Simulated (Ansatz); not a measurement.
Wurtzite BeO, treated with PBE0-D3(BJ) in Ansatz (PAW).

Run with plane-wave cutoff 460 eV, 12×12×6 k mesh (along the axes of the cell as run), Fermi–Dirac smearing 0.01 eV, scalar-relativistic PAW data made under PBE.

Cell (relaxed at this level):

```
CELL_PARAMETERS angstrom
      1.33305    -2.30890     0.00000
      1.33305     2.30890     0.00000
      0.00000     0.00000     4.32749
ATOMIC_POSITIONS crystal
  Be 0.66667 0.33333 0.50007
  Be 0.33333 0.66667 0.00007
  O  0.66667 0.33333 0.87793
  O  0.33333 0.66667 0.37793
```

Give the computed band gap and width of the whole s-p valence band.


- band gap: 10.65 eV (on the SCF k mesh) (direct)
- width of the whole s-p valence band: 20.61 eV

Measured, for comparison: band gap 11.29 eV (zero-point renormalisation of 699 meV (computed, non-adiabatic AHC, without the lattice-expansion part) added back here; inputs from Miglio et al. (2020), arXiv:2011.12765). Computed (rounded) less measured: band gap -0.64 eV.

The computed numbers hold no vibrational or temperature effects.

Ansatz is a first-principles code.
